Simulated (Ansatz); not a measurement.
# MoSi2As4 monolayer in a perpendicular field, part 2 of 2

Aim: how the MoSi2As4 monolayer screens a field along its normal, and what the field does to its bands. A positive field points along +c.

Ansatz 0.2.0; plane-wave DFT, PBE-D3(BJ), Ansatz PAW.

So far. Step 2 (Relaxation): The lattice constant a goes from 3.630 to 3.559 Å.

### Step 3. Atoms held, field 0

A sawtooth potential applies the field, turning back in the middle of the vacuum. With the dipole correction the typed value is the field outside the slab. The induced dipole is small, so the SCF threshold is tight.

The cell differs from the one that the last finished run ended in (c 48.810 → 27.946 Å).

Contents of input.yaml:

```yaml
crystal:
  lattice:
    - [3.5587326929, 0.0, 0.0]
    - [-1.7793663465, 3.0819529173, 0.0]
    - [0.0, 0.0, 27.946064164]
  atoms:
    - { symbol: As, position: [0.0, 0.0, 0.3220489278] }
    - { symbol: Si, position: [0.3333333333, 0.6666666667, 0.3625023468] }
    - { symbol: As, position: [0.3333333333, 0.6666666667, 0.4462931433] }
    - { symbol: Mo, position: [0.0, 0.0, 0.5] }
    - { symbol: As, position: [0.3333333333, 0.6666666667, 0.5537068567] }
    - { symbol: Si, position: [0.3333333333, 0.6666666667, 0.6374976532] }
    - { symbol: As, position: [0.0, 0.0, 0.6779510722] }
kpoints:
  mp_grid: { grid: [18, 18, 1] }
  band_path:
    path: [[0, 0, 0], [0.5, 0, 0], [0.33333333, 0.33333333, 0], [0, 0, 0]]
    npoints: 16
hamiltonian:
  xc: pbe
  dispersion: d3bj
scf:
  occupations: { method: fermi_dirac, width: 0.02585 }
  convergence: { dr2_threshold: 1.0e-10 }
efield:
  axis: 3
  dipole_correction: true
  ramp_position: 0.97
  ramp_width: 0.06
  amplitude: 0
output:
  dos: { projected: true, e_range: [-6, 5] }
  write_potential: true
  write_density: true
  volumetric_format: npy
  elf: true
```

Run with:

```console
ansatz run input.yaml --threads 4 --pin off --max-ram 6144MiB --backend cpu --events-out ev --progress --plain --runs-dir out
```

Numbers of over 12 decimals in the logs are rounded to 6 here.

The program printed:

```text
[...]
Crystal: 7 atoms, lattice volume = 306.508 Å³
Basis set: ecut = 420 eV, 5919 PW (Γ)
Bands: 50, of which v1, the nominal top of the filled ones, is band 41 counted from 1 (40 counted from 0)
Symmetry: 6 space group operations
k-points: 37 of 324 (time reversal used)
[...]
SCF iter   1: F=—  HF=-25655.637499 eV  |F-HF|=—  |Δ(HF+E_count)|=         —  Δρ=6.64e-3  dr2=1.23e0  ethr=1.77e-3  p=0.000 e·Å  D=2.05e-13 V/Å  ΔV_dip=-0.00 eV  dr2_dipole=2.94e-8  V_vac-E_F(+/−)=5.09/5.09 eV  ⟨swp⟩=8.9  Hψ=8007  notcnv=0  defer=1
efield: sawtooth ramp at fractional position 0.9700 (set: `efield.ramp_position`, or a place that a band, a saddle search or an elastic batch's reference lends), width 0.0600; the density the first Hamiltonian is built on has a dipole p = 0.000 e·Å; the dipole correction subtracts the counter field D = 2.05e-13 V/Å, which shifts the + side's vacuum level by -0.00 eV against the − side's; the planar-averaged density in the ramp window peaks in size at 1.0e-5 e/Å³
[...]
SCF iter   2: F=—  HF=-25655.674407 eV  |F-HF|=—  |Δ(HF+E_count)|=   3.69e-2  Δρ=9.85e-3  dr2=1.63e0  ethr=1.50e-3  p=0.000 e·Å  D=2.85e-5 V/Å  ΔV_dip=-0.00 eV  dr2_dipole=1.28e-7  V_vac-E_F(+/−)=3.75/3.75 eV  ⟨swp⟩=3.1  Hψ=2614  notcnv=0  defer=114
[...]
SCF iter  15: F=-25655.531584 eV  HF=-25655.531584 eV  |F-HF|=8.00e-11  |Δ(HF+E_count)|=  2.91e-11  Δρ=3.54e-8  dr2=6.07e-12  ethr=1.00e-12  p=-0.000 e·Å  D=-2.65e-8 V/Å  ΔV_dip=0.00 eV  dr2_dipole=8.24e-14  V_vac-E_F(+/−)=4.54/4.54 eV  ⟨swp⟩=1.0  Hψ=3736  notcnv=0
SCF 1 converged in 15 iterations: F = -25655.531584 eV  dr2 = 6.07e-12
[...]
NSCF: frozen V_eff on 49 k-points
efield: sawtooth ramp at fractional position 0.9700 (kept from the solve that this one continues, or follows in the run), width 0.0600; the density the first Hamiltonian is built on has a dipole p = -0.000 e·Å; the dipole correction subtracts the counter field D = -2.65e-8 V/Å, which shifts the + side's vacuum level by +0.00 eV against the − side's; the planar-averaged density in the ramp window peaks in size at 1.2e-6 e/Å³
WARN: The output density's exchange-correlation potential varies sharply where the density is thin. Do not read a vacuum level from v_tot or v_xc, or from such a field of the output density. On a cell that repeats whose density bears no net charge and no dipole along the vacuum's axis use v_es (v_loc + v_h of the components); under efield.dipole_correction with no amplitude use v_es + v_field, which holds any externa [...]
SCF converged after 15 iterations
Free energy (F): -25655.531584 eV
[...]
Internal energy: -25655.531584 eV  (E = F + TS)
E sigma→0 (E₀):  -25655.531584 eV
Fermi energy:    2.376551 eV
Dipole field:    D = 0.000000 V/Å  (p = 0.000000 e·Å, saw-weighted, corrected)
Work function:   Φ+ = 4.5361 eV   Φ− = 4.5361 eV
Levels:          The Fermi level and band energies are counted from a zero that moves with the ramp; work functions are not
[...]
--- Band table (eV; the first three rows and the last of 37) ---
  k-point 0: bands = [... 37 lower, 1.5861, 1.6375, 1.6375, 1.7766, 4.8193, 4.8193, 4.9308, 4.9503, ... 5 higher]
  k-point 1: bands = [... 37 lower, 1.3550, 1.4891, 1.5467, 1.7995, 4.6452, 4.8059, 4.8981, 5.0878, ... 5 higher]
  k-point 2: bands = [... 37 lower, 1.1974, 1.2427, 1.3162, 1.7544, 4.2998, 4.3919, 5.0658, 5.0888, ... 5 higher]
  k-point 36: bands = [... 37 lower, -0.6706, 0.3877, 1.1135, 1.9596, 2.8039, 3.1358, 3.5504, 4.1119, ... 5 higher]
```

It took 10 s on 4 threads of AMD EPYC 9R45, shared host; peak memory 1.1 GiB.

In the SCF lines HF is the Harris–Foulkes energy and dr2 the Hartree energy of the density residual, in eV; the loop may stop once dr2 is under the threshold and the program's other checks hold. Hψ counts applications of the Hamiltonian.

This step gave:

- dipole along the normal: 4.83e-7 e·Å
- gap along the path: 0.8444 eV
- smallest direct gap along the path: 0.8444 eV
- ionisation energy, upper face: 4.953 eV
- electron affinity, upper face: 4.109 eV
- gap, the smaller of path and mesh: 0.8444 eV

Running mean over a fixed 2.8 Å (it still follows the layers) of the planar mean; the ramp of the sawtooth is left out. Table of electron's electrostatic potential energy less the Fermi level by z:

z (Å), electron's electrostatic potential energy less the Fermi level (eV) and a bar from the least value:
```
        4       4.54 ##############################
        5       4.53 ##############################
        6       4.48 ##############################
        7       3.55 ############################
        8       0.72 #####################
        9      -4.27 #########
       10      -5.21 #######
       11      -3.96 ##########
       12      -2.17 ##############
       13      -6.67 ###
       14      -8.13 
       15      -6.45 ####
       16      -2.10 ##############
       17      -4.11 ##########
       18      -5.29 #######
       19      -4.03 ##########
       20       0.92 #####################
       21       3.67 ############################
       22       4.48 ##############################
       23       4.53 ##############################
       24       4.54 ##############################
```

The density of states has structure finer than the step of the table below, so its rows give means over 0.25 eV, whole bins alone (the curve runs from -6 to 2.41 eV). Peaks (eV: height): -4.810: 8.44, -4.650: 9.67, -3.050: 9.73, -2.550: 9.13, -2.360: 9.15, -2.060: 10.7, -1.920: 9.29.

Density of states against energy, zero at the Fermi level of the run, which the smearing sets inside the gap; means over each step:

| energy (eV) | density of states (states/eV a cell) |
| --- | --- |
| -5.75 | 1.31 |
| -5.50 | 0.482 |
| -5.25 | 4.79 |
| -5.00 | 2.49 |
| -4.75 | 4.95 |
| -4.50 | 3.49 |
| -4.25 | 3.52 |
| -4.00 | 3.34 |
| -3.75 | 4.16 |
| -3.50 | 3.45 |
| -3.25 | 3.62 |
| -3.00 | 5.83 |
| -2.75 | 6.09 |
| -2.50 | 6.61 |
| -2.25 | 5.15 |
| -2.00 | 8.02 |
| -1.75 | 5.97 |
| -1.50 | 4.83 |
| -1.25 | 3.06 |
| -1.00 | 4.23 |
| -0.75 | 2.69 |
| -0.50 | 0.760 |
| -0.25 | 0 |
| 0.00 | 0 |
| 0.25 | 0 |
| 0.50 | 0.920 |
| 0.75 | 1.96 |
| 1.00 | 3.35 |
| 1.25 | 5.62 |
| 1.50 | 4.92 |
| 1.75 | 5.74 |
| 2.00 | 4.17 |
| 2.25 | 4.94 |

Projected DOS per atom over height of the atomic layer and energy from the Fermi level. Layers: As Si As Mo As Si As from below.

Values in states/eV, 22 rows by 7 columns, each cell a mean:
```
0.52 0.70 0.55 1.01 0.55 0.70 0.52
0.46 0.53 0.58 1.41 0.58 0.53 0.46
0.56 0.59 0.47 1.49 0.47 0.59 0.56
0.27 0.27 0.34 2.56 0.34 0.27 0.27
0.09 0.15 0.14 1.03 0.14 0.15 0.09
0.01 0.01 0.02 0.19 0.02 0.01 0.01
0.00 0.00 0.00 0.00 0.00 0.00 0.00
0.03 0.01 0.03 0.38 0.03 0.01 0.03
0.20 0.11 0.34 1.80 0.34 0.11 0.20
0.39 0.19 0.41 1.54 0.41 0.19 0.39
0.68 0.27 0.84 1.50 0.84 0.27 0.68
1.30 0.36 1.09 1.79 1.09 0.36 1.30
0.95 0.47 0.70 1.33 0.70 0.47 0.95
1.19 0.60 0.79 1.09 0.79 0.60 1.19
0.77 0.49 0.67 0.78 0.67 0.49 0.77
0.49 0.45 0.50 0.74 0.50 0.45 0.49
0.52 0.41 0.48 0.69 0.48 0.41 0.52
0.40 0.35 0.63 0.67 0.63 0.35 0.40
0.47 0.56 0.84 0.70 0.84 0.56 0.47
0.39 0.47 0.63 0.43 0.63 0.47 0.39
0.23 0.29 0.32 0.28 0.32 0.29 0.23
0.24 0.20 0.15 0.05 0.15 0.20 0.24
```
Columns: height of the atomic layer (Å) from 9 to 18.9 (not evenly spaced); rows upwards: energy from the Fermi level (eV) from -5.96 to 2.41.

Electronic bands along the path, in eV, zero at the Fermi level of the run, which the smearing sets inside the gap:

```
  point  band 38  band 39  band 40  band 41  band 42  band 43  band 44  band 45
      Γ    -0.79    -0.74    -0.74    -0.60     2.44     2.44     2.55     2.57
halfway    -1.78    -1.72    -1.66    -1.05     1.28     1.49     2.03     2.10
      M    -2.37    -2.23    -1.52    -0.82     1.11     1.12     1.25     1.27
halfway    -2.42    -2.03    -1.63    -0.77     0.64     0.94     1.60     2.10
      K    -3.05    -1.99    -1.26    -0.42     0.43     0.76     1.17     1.74
halfway    -2.10    -1.86    -1.54    -1.10     1.36     1.58     1.79     2.84
      Γ    -0.79    -0.74    -0.74    -0.60     2.44     2.44     2.55     2.57
```

ELF in the ca plane at fractional y = 0.667, with atoms of Si and As within 0.2 Å of it. It is the smooth field of the valence electrons, not physical close to the nuclei.

Ten even steps from '0' (0.00) to '9' (0.90), each cell a mean:
```
00001256776666421123431121234321124666677642
00001357776555310012221121122210013555677753
00000135666677532235653222356532235776666531
00000012345788766666776323677666667887543210
00000000124664479865456424654568964466421000
00000000012423479862235424532268974324210000
00000000013543379863246424642368963345310000
00000001235787567766676424676667765787532100
00000124556788653456775222577654357887655421
```
Columns run along c (16.0 Å, from fractional 0.19 to 0.76 of the cell), rows up along a (3.6 Å). Atoms in or near the plane, at fractional coordinates: Si at (0.36, 0.33), As at (0.45, 0.33), As at (0.55, 0.33), Si at (0.64, 0.33).

Valence density in the ca plane at fractional y = 0.667, with atoms of Si and As within 0.2 Å of it. It is the smooth field of the valence electrons, not physical close to the nuclei.

Ten steps, logarithmic in the rise over the least value, from '0' (0 e/Å³) to '9' (27 e/Å³), each cell a mean:
```
00000000011111000000111121111000000111110000
00000000011111000000011121110000000111110000
00000000011111100001111111111100001111110000
00000000001121111112221111222211111121100000
00000000001111111236652111257532111111100000
00000000001110012258973111379842210011100000
00000000001111112247863111378742211111100000
00000000001121111123432111234321111121100000
00000000011111110011111111111110011111110000
```
Columns run along c (16.0 Å, from fractional 0.19 to 0.76 of the cell), rows up along a (3.6 Å). Atoms in or near the plane, at fractional coordinates: Si at (0.36, 0.33), As at (0.45, 0.33), As at (0.55, 0.33), Si at (0.64, 0.33).

Electrostatic potential energy in the ca plane at fractional y = 0.667, with atoms of Si and As within 0.2 Å of it. With pseudopotentials it is smooth inside the atoms' cores, unlike the true potential.

Values in eV, 5 rows by 16 columns, each cell a mean:
```
  7   7   6  -1  -1   4   5   4  -4  -2   4   5   4  -2   1   6
  7   7   6   1  -1   1   3  -1  -2  -1  -1   4   0  -1   3   6
  7   7   6   3 -22 -25  -7  -6  -3  -6  -6  -6 -32 -14   5   7
  7   7   6   3 -30 -34  -8   2  -5  -7   2  -9 -41 -21   5   7
  7   7   6   3  -6  -7  -1  -8  -1  -2  -7   1  -9  -3   4   6
```
Columns run along c (16.0 Å, from fractional 0.19 to 0.76 of the cell; values clipped at the 3rd and 97th percentile), rows up along a (3.6 Å). Atoms in or near the plane, at fractional coordinates: Si at (0.36, 0.33), As at (0.45, 0.33), As at (0.55, 0.33), Si at (0.64, 0.33).

The gap is 0.84 eV, with the valence edge 4.95 eV and the conduction edge 4.11 eV under the upper vacuum level.

### Step 4. Atoms held, field 0.1 V/Å

Changes to input.yaml since step 3:

```diff
@@ -29,5 +29,4 @@
   ramp_width: 0.06
-  amplitude: 0
+  amplitude: 0.1
 output:
-  dos: { projected: true, e_range: [-6, 5] }
   write_potential: true
@@ -35,2 +34 @@
   volumetric_format: npy
-  elf: true
```

The program printed:

```text
[...]
Crystal: 7 atoms, lattice volume = 306.508 Å³
Basis set: ecut = 420 eV, 5919 PW (Γ)
Bands: 50, of which v1, the nominal top of the filled ones, is band 41 counted from 1 (40 counted from 0)
Symmetry: 6 space group operations
k-points: 37 of 324 (time reversal used)
[...]
k-point 0: bands = [... 37 lower, 1.5758, 1.6470, 1.6470, 1.7764, 4.8181, 4.8181, 4.9082, 4.9711, ... 5 higher]
  k-point 1: bands = [... 37 lower, 1.3562, 1.4797, 1.5553, 1.7994, 4.6427, 4.8063, 4.8967, 5.0882, ... 5 higher]
  k-point 2: bands = [... 37 lower, 1.1967, 1.2354, 1.3229, 1.7543, 4.2954, 4.3947, 5.0608, 5.0928, ... 5 higher]
  k-point 36: bands = [... 37 lower, -0.6713, 0.3869, 1.1139, 1.9591, 2.8035, 3.1352, 3.5496, 4.1115, ... 5 higher]
[key lines of the parts left out:]
SCF converged after 16 iterations
Free energy (F): -25655.535212 eV
Fermi energy:    2.376071 eV
Dipole field:    D = 0.042830 V/Å  (p = 0.072549 e·Å, saw-weighted, corrected)
```

Run time: 10 s. Hardware: 4 threads; peak memory 1.1 GiB.

The dipole is 0.0725 e·Å, and the gap 0.844 eV.

### Step 5. Atoms held, field -0.1 V/Å

Changes to input.yaml since step 4:

```diff
@@ -29,3 +29,3 @@
   ramp_width: 0.06
-  amplitude: 0.1
+  amplitude: -0.1
 output:
```

The program printed:

```text
[...]
Crystal: 7 atoms, lattice volume = 306.508 Å³
Basis set: ecut = 420 eV, 5919 PW (Γ)
Bands: 50, of which v1, the nominal top of the filled ones, is band 41 counted from 1 (40 counted from 0)
Symmetry: 6 space group operations
k-points: 37 of 324 (time reversal used)
[...]
k-point 0: bands = [... 37 lower, 1.5758, 1.6470, 1.6470, 1.7764, 4.8180, 4.8180, 4.9081, 4.9711, ... 5 higher]
  k-point 1: bands = [... 37 lower, 1.3562, 1.4797, 1.5553, 1.7994, 4.6427, 4.8063, 4.8967, 5.0882, ... 5 higher]
  k-point 2: bands = [... 37 lower, 1.1967, 1.2354, 1.3229, 1.7543, 4.2954, 4.3947, 5.0608, 5.0928, ... 5 higher]
  k-point 36: bands = [... 37 lower, -0.6713, 0.3869, 1.1139, 1.9591, 2.8035, 3.1352, 3.5496, 4.1115, ... 5 higher]
[key lines of the parts left out:]
SCF converged after 15 iterations
Free energy (F): -25655.535212 eV
Fermi energy:    2.376067 eV
Dipole field:    D = -0.042832 V/Å  (p = -0.072553 e·Å, saw-weighted, corrected)
```

The job ended after 10 s (4 threads; peak memory 1.1 GiB).

The dipole is -0.0726 e·Å, and the gap 0.844 eV.

### Step 6. Response, atoms held

This step: plane-wave DFT, PBE-D3(BJ), Ansatz PAW; response to a field along the normal, atoms held (Ansatz 0.2.0).

The dipoles give the slope, and the difference of two potentials shows where the field is screened.

This step gave:

```yaml
equivalent_conductor_thickness_p_eps_0ae: 11.97 Å
distance_between_the_outer_atoms: 9.946 Å
```

Dipole of the cell against applied field:

```
applied field (V/Å)  dipole of the cell (e·Å)
            -0.1000                   -0.0726
             0.0000                    4.8e-7
             0.1000                    0.0725
```

Local field over the applied field, running mean. From the potentials at -0.1 and 0.1 V/Å; running mean over 2.5 Å. The local field over applied field by z:

```
z (Å)  local field over applied field
  4.5                           0.998
  5.0                           0.994
  5.5                           0.982
  6.0                           0.952
  6.5                           0.885
  7.0                           0.761
  7.5                           0.592
  8.0                           0.413
  8.5                           0.241
  9.0                           0.110
  9.5                          0.0570
 10.0                          0.0530
 10.5                          0.0614
 11.0                          0.0794
 11.5                          0.0856
 12.0                          0.0683
 12.5                          0.0522
 13.0                          0.0437
 13.5                          0.0347
 14.0                          0.0312
 14.5                          0.0356
 15.0                          0.0447
 15.5                          0.0535
 16.0                          0.0705
 16.5                          0.0860
 17.0                          0.0774
 17.5                          0.0600
 18.0                          0.0526
 18.5                          0.0591
 19.0                           0.121
 19.5                           0.258
 20.0                           0.433
 20.5                           0.611
 21.0                           0.777
 21.5                           0.895
 22.0                           0.957
 22.5                           0.984
 23.0                           0.994
 23.5                           0.998
```

Electrons, planar mean, per unit field. The induced electron density by z:

z (Å), induced electron density (e/Å³ per V/Å) and a bar from the least value:
```
      4.5    0.00001 ###############
      5.0    0.00003 ###############
      5.5    0.00008 ###############
      6.0    0.00023 ################
      6.5    0.00060 ##################
      7.0    0.00142 #####################
      7.5    0.00282 ###########################
      8.0    0.00354 ##############################
      8.5    0.00147 #####################
      9.0    0.00068 ##################
      9.5    0.00060 ##################
     10.0   -0.00104 ###########
     10.5   -0.00089 ###########
     11.0    0.00045 #################
     11.5    0.00012 ################
     12.0    0.00023 ################
     12.5    0.00055 #################
     13.0   -0.00017 ##############
     13.5   -0.00015 ##############
     14.0    0.00002 ###############
     14.5    0.00018 ################
     15.0    0.00010 ###############
     15.5   -0.00063 ############
     16.0   -0.00010 ###############
     16.5   -0.00019 ##############
     17.0   -0.00040 #############
     17.5    0.00106 ####################
     18.0    0.00084 ###################
     18.5   -0.00065 ############
     19.0   -0.00071 ############
     19.5   -0.00169 ########
     20.0   -0.00355 
     20.5   -0.00266 ####
     21.0   -0.00131 #########
     21.5   -0.00054 #############
     22.0   -0.00021 ##############
     22.5   -0.00007 ###############
     23.0   -0.00003 ###############
     23.5   -0.00001 ###############
```

The smaller of the gaps on the path and on the k-mesh, counted as 0 under 0.03 eV. The gap stays at 0.844 eV for applied field from -0.1 to 0.1 V/Å.

By hand: between -0.1 and 0.1 V/Å the dipole changes by 0.1451 e·Å, a slope of 0.7255 e·Å²/V. A perfect conductor of thickness t has p = ε₀AEt, so t = 180.95 × 0.7255 / 10.968 = 11.97 Å (e/ε₀ = 180.95 V·Å, A in Å²).

The induced dipole is that of a conductor 11.97 Å thick.

### Step 7. Summary of results

```yaml
gap_without_field: 0.844 eV
ionisation_energy_upper_face: 4.95 eV
electron_affinity_upper_face: 4.11 eV
equivalent_conductor_thickness_atoms_held: 12.0 Å
```

The induced dipole equals that of a perfect conductor 11.97 Å thick, while the outer atoms lie 9.95 Å apart; an out-of-plane ε follows only once a thickness t is chosen, by 1 − 1/ε = 11.97 Å / t. The gap stays within 0.01 eV of 0.84 eV over the fields run, up to 0.1 V/Å in size. Semilocal functionals give gaps that are too small, and excitons are not included. Spin-orbit coupling is left out, which matters for the bands of elements this heavy. The outer anions sit over the metal atoms, one of several polytypes of such layers and not the lowest for every compound.

[Logs are printed without paths, hosts, clocks, repeated set-up lines and the standing remarks that a program may print on its own settings, such as how far it seeks lower states.]

[Hosts, paths, dates, database ids (printed as entryN), source tags and the programs' standing remarks are cut or masked in the printed files.]

[Maps of the electrostatic potential energy from Ansatz leave out the sawtooth potential of an applied field or a dipole correction, so their vacuum need not be flat; planar profiles and work functions include it.]

[The density of states shown here was stored with 400 of the rows of the run's finer table, so its peaks can read low, often by over a quarter, or be missed, and its means over a window can be off by a tenth or more.]
